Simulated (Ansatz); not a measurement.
# La2O3: response to strain

La2O3 is deformed so: zz strain of +1 %. What stress and forces result, by LAPW, PAW and all-electron datasets made for the crystal?

Method: DFT PBE, scalar-relativistic, in Ansatz 0.2.0.

## 1. The starting structure

Symmetry: P321, No. 150, trigonal system. The conventional cell has a = 3.930 Å, b = 3.930 Å, c = 6.120 Å, α = 90.00°, β = 90.00°, γ = 120.00°. La (site symmetry 3) has 3 O at 2.14 Å as nearest neighbours. Around O (site symmetry 2) lie 2 O at 1.70 Å and 2 La at 2.14 Å.

Coordinates:

```
CELL_PARAMETERS angstrom
3.93000 0.00000 0.00000
-1.96500 3.40348 0.00000
0.00000 0.00000 6.12000
ATOMIC_POSITIONS crystal
La 0.33333 0.66667 0.25000
La 0.66667 0.33333 0.75000
O 0.25000 0.25000 0.00000
O 0.75000 0.00000 0.00000
O 0.00000 0.75000 0.00000
```

Atoms are numbered in the order of the input: La1, La2, O3, O4, O5.

## 2. The deformed structure

Space group P321 before, P321 after.

## 3. LAPW, all electrons

File input.yaml:

```yaml
crystal:
  lattice:
    - [3.9300000706, 0.0, 0.0]
    - [-1.9650000353, 3.403479898, 0.0]
    - [0.0, 0.0, 6.1812]
  atoms:
    - { symbol: La, position: [0.3333333333, 0.6666666667, 0.25] }
    - { symbol: La, position: [0.6666666667, 0.3333333333, 0.75] }
    - { symbol: O, position: [0.25, 0.25, 0.0] }
    - { symbol: O, position: [0.75, 0.0, 0.0] }
    - { symbol: O, position: [0.0, 0.75, 0.0] }
kpoints:
  mp_grid: { grid: [6, 6, 4] }
  band_path:
    path:
      - [0.0, 0.0, 0.0]
      - [0.5, 0.0, 0.0]
      - [0.3333333333, 0.3333333333, 0.0]
      - [0.0, 0.0, 0.0]
      - [0.0, 0.0, 0.5]
      - [0.5, 0.0, 0.5]
      - [0.3333333333, 0.3333333333, 0.5]
      - [0.0, 0.0, 0.5]
      - [0.5, 0.0, 0.5]
    npoints: 5
scf:
  occupations: { method: fermi_dirac, width: 0.02 }
hamiltonian:
  xc: pbe
  pseudopotentials: { kind: all_electron, lapw: { basis_error: 0.001 } }
output:
  forces: true
  stress: true
  eigenvalues: true
```

The run is started by

```console
> ansatz run input.yaml --threads 2 --pin off --max-ram 6144MiB --backend cpu --events-out ev --progress --plain --runs-dir out
```

## 4. PAW on the default files

File input.yaml:

```yaml
crystal:
  lattice:
    - [3.9300000706, 0.0, 0.0]
    - [-1.9650000353, 3.403479898, 0.0]
    - [0.0, 0.0, 6.1812]
  atoms:
    - { symbol: La, position: [0.3333333333, 0.6666666667, 0.25] }
    - { symbol: La, position: [0.6666666667, 0.3333333333, 0.75] }
    - { symbol: O, position: [0.25, 0.25, 0.0] }
    - { symbol: O, position: [0.75, 0.0, 0.0] }
    - { symbol: O, position: [0.0, 0.75, 0.0] }
kpoints:
  mp_grid: { grid: [6, 6, 4] }
scf:
  occupations: { method: fermi_dirac, width: 0.02 }
hamiltonian:
  xc: pbe
  pseudopotentials: { kind: paw }
output:
  forces: true
  stress: true
  eigenvalues: true
  efg: { contact_densities: true }
```

## 5. All-electron PAW on datasets made for the crystal

input.yaml, as its differences from that of step 4:

```diff
@@ -17,3 +17,3 @@
   xc: pbe
-  pseudopotentials: { kind: paw }
+  pseudopotentials: { kind: all_electron, datasets: crystal }
 output:
```

(Steps that only read results are left out.)

Before running it: what results should come out? Wanted: pressure; largest shear or deviatoric stress.

**Answer**, as computed:

| quantity | value |
| --- | --- |
| pressure | LAPW 39.50, PAW 39.59, crystal datasets 39.50 GPa |
| largest shear or deviatoric stress (LAPW) | 22.91 GPa |

**Reading.** The largest part of the stress beyond the pressure is 22.91 GPa in size, in the zz component; the atoms are carried along and not relaxed. No run of the undeformed cell stands beside it, so the pressure holds what the given cell had before the change. PAW: stress within 0.11 GPa of LAPW, forces within 27 meV/Å. Crystal datasets: stress within 0.01 GPa of LAPW, forces within 1 meV/Å. Spin-orbit coupling is left out, though the cell holds La; in elements this heavy it can shift bands and gaps by tenths of an eV.
